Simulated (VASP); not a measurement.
Runs of VASP 6.6.1 on AlP. The structure is cubic, space group F-43m (No. 216). The conventional cell has a = 5.471 Å, b = 5.471 Å, c = 5.471 Å, α = 90.00°, β = 90.00°, γ = 90.00°. Al (site symmetry -43m) has 4 P at 2.37 Å as nearest neighbours. Around P (site symmetry -43m) lie 4 Al at 2.37 Å. 

| task | level | potentials or basis | cell | cutoff (eV) | gap on the mesh (eV) | pressure (GPa) |
| --- | --- | --- | --- | --- | --- | --- |
| relaxation of cell and atoms | PBEsol | VASP PAW PBE potentials, release 64 (Al, P) | relaxed | 600 | 1.45 | 0.0 |
| band structure | r2SCAN | VASP PAW PBE potentials, release 64 (Al, P) | as given | 520 | 1.92 | 0.1 |
| band structure | TB-mBJ | VASP PAW PBE potentials, release 64 (Al, P) | as given | 520 | (a) | - |
| band structure | LDA | VASP PAW LDA potentials, release 64 (Al, P) | as given | 520 | 1.45 | -1.7 |

Alike in all rows: no spin polarisation; k mesh 8 × 8 × 8; smearing gaussian 0.03 eV.

Q: Estimate the missing entries.

A: (a) 2.42.

Caveats: the PAW data sets were made with another functional, which shifts forces and pressure a little (some runs); the relaxation stopped at its first step, so nothing moved (some runs).

A k mesh can miss the band edges.

Runs at the PBE level aren't shown here.
